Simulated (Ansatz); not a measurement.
**TiAl: a sweep of the smearing**

One table from this session's results is given with a row withheld; the runs are named, their logs left out.

Computed with Ansatz 0.2.0 (DFT, PBE, all-electron LAPW, scalar-relativistic, unless a step's input says otherwise).

## The system as given

The structure is tetragonal, space group P4/mmm (No. 123). Conventional cell: a = 2.837 Å, b = 2.837 Å, c = 4.059 Å, α = 90.00°, β = 90.00°, γ = 90.00°. Ti (site symmetry 4/mmm) has 4 Ti at 2.84 Å and 8 Al at 2.85 Å as nearest neighbours. Al (site symmetry 4/mmm) is surrounded by 4 Al at 2.84 Å and 8 Ti at 2.85 Å.

Coordinates:

```
CELL_PARAMETERS angstrom
2.83730 0.00000 0.00000
0.00000 2.83730 0.00000
0.00000 0.00000 4.05910
ATOMIC_POSITIONS crystal
Ti 0.00000 0.00000 0.00000
Al 0.50000 0.50000 0.50000
```

The geometry is a database entry used as it stands. It may stem from high pressure or temperature, or be incomplete, so it serves as a test cell.

Atoms are numbered in the order of the input: Ti1, Al2.

The first run:

Input file input.yaml:

```yaml
crystal:
  lattice:
    - [2.8373, 0.0, 0.0]
    - [0.0, 2.8373, 0.0]
    - [0.0, 0.0, 4.0591]
  atoms:
    - { symbol: Ti, position: [0.0, 0.0, 0.0] }
    - { symbol: Al, position: [0.5, 0.5, 0.5] }
kpoints:
  mp_grid: { grid: [12, 12, 8] }
scf:
  occupations: { method: cold, width: 0.15 }
hamiltonian:
  xc: pbe
  pseudopotentials: { kind: all_electron, lapw: { basis_error: 0.001 } }
output:
  forces: true
  stress: true
  eigenvalues: true
```

Steps of the session up to this table: With cold smearing of 0.15 eV; With Gaussian smearing of 0.2 eV; With Fermi–Dirac smearing of 0.28 eV; With Fermi–Dirac smearing of 0.15 eV; With tetrahedron filling.

One of the session's tables, all rows but one given; the rest of the session is left out.

| smearing | energy from the first row (meV/atom) |
| --- | --- |
| cold smearing of 0.15 eV | 0.00 |
| Gaussian smearing of 0.2 eV | 0.09 |
| Fermi–Dirac smearing of 0.28 eV | -2.08 |
| Fermi–Dirac smearing of 0.15 eV | ? |
| tetrahedron filling | -0.33 |

Q: Estimate the row for Fermi–Dirac smearing of 0.15 eV from the others.

As computed: energy from the first row (meV/atom): -0.21. In the column «energy from the first row (meV/atom)» it lies between tetrahedron filling (-0.33) and cold smearing of 0.15 eV (0.00).

Energies are those extrapolated to zero smearing.

To keep in mind: Warnings in the runs' records: band table not solved further, tetrahedron derivatives may miss energy slope.
